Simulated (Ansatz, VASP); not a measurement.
## One calculation of Al, two programs

The input POSCAR:

```
Al
1.0
   -1.6017568692      1.6017568692      1.6017568692
    1.6017568692     -1.6017568692      1.6017568692
    1.6017568692      1.6017568692     -1.6017568692
Al
1
Direct
    0.0000000000      0.0000000000      0.0000000000
```

The input INCAR.step1:

```
ALGO = Normal
EDIFF = 1E-4
ENCUT = 520
GGA = PE
ISMEAR = -1
LASPH = T
LCHARG = F
LREAL = F
LWAVE = T
NBANDS = 8
NELM = 80
PREC = Accurate
SIGMA = 0.05
```

File INCAR.step2:

```
ALGO = Normal
EDIFF = 1E-7
ENCUT = 520
ISIF = 2
ISMEAR = -1
ISTART = 1
LASPH = T
LCHARG = F
LMIXTAU = T
LREAL = F
LWAVE = F
METAGGA = R2SCAN
NBANDS = 8
NELM = 80
PREC = Accurate
SIGMA = 0.05
```

The input KPOINTS:

```
k-points
0
Gamma
  12 12 12
```

input.yaml

```yaml
crystal:
  lattice:
    - [-1.6017568692, 1.6017568692, 1.6017568692]
    - [1.6017568692, -1.6017568692, 1.6017568692]
    - [1.6017568692, 1.6017568692, -1.6017568692]
  atoms:
    - { symbol: Al, position: [0.0, 0.0, 0.0] }
hamiltonian:
  xc: r2scan
  pseudopotentials: { kind: paw }
kpoints:
  mp_grid: { grid: [12, 12, 12] }
scf:
  occupations: { method: fermi_dirac, width: 0.05 }
output:
  forces: true
  stress: true
  eigenvalues: true
```

This isn't the form of Al at room conditions, which is fcc.

Alike in both runs: task single point; functional r2SCAN; k mesh 12 × 12 × 12; occupations fermi-dirac, width 0.05 eV; no spin polarisation.

```csv
,VASP,Ansatz
version,VASP 6.6.1,Ansatz 0.2.0
potentials or method,"VASP PAW PBE potentials, release 64 (Al)",Ansatz PAW
plane-wave cutoff (eV),520,500
valence electrons in the cell,3,3
```

|  | VASP | Ansatz | Ansatz less VASP |
| --- | --- | --- | --- |
| gap on the k mesh at the Fermi level (eV) | none | none | - |
| pressure (GPa) | -1.5 | -1.2 | +0.30 |

A gap of «none» marks a metal or a gap that the smearing closes. The functional is the same, so the differences come from potentials, cutoffs and numerics.

Caveats: the PAW data sets were made with another functional, which shifts forces and pressure a little (VASP); the PAW data sets come from PBE, with cores solved anew for the run's functional, which leaves a small shift of forces and pressure (Ansatz).
